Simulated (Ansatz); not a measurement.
The calculation used Ansatz 0.2.0, DFT, PBE, plane waves (420 eV) with PAW, scalar-relativistic.

An element in the simple cubic structure gives this curve. The cell is scaled uniformly from the relaxed one, with fractional coordinates and shape fixed. Energies are extrapolated to zero smearing, pressures are those at the given smearing. Magnetic state: spin not included.

```csv
V (Å³/atom),E − E₀ (meV/atom),P (GPa)
38.544,22.2,1.68
40.296,8.5,1.02
42.048,1.5,0.47
43.800,0.1,0.00
45.552,3.3,-0.39
47.304,10.5,-0.72
49.056,20.9,-1.00
```

Question: Which element is it?
A. sodium
B. calcium
C. lead
D. lanthanum

Answer: B. Its fit is V₀ = 43.42 Å³/atom, B₀ = 10.9 GPa, B₀′ = 3.4.
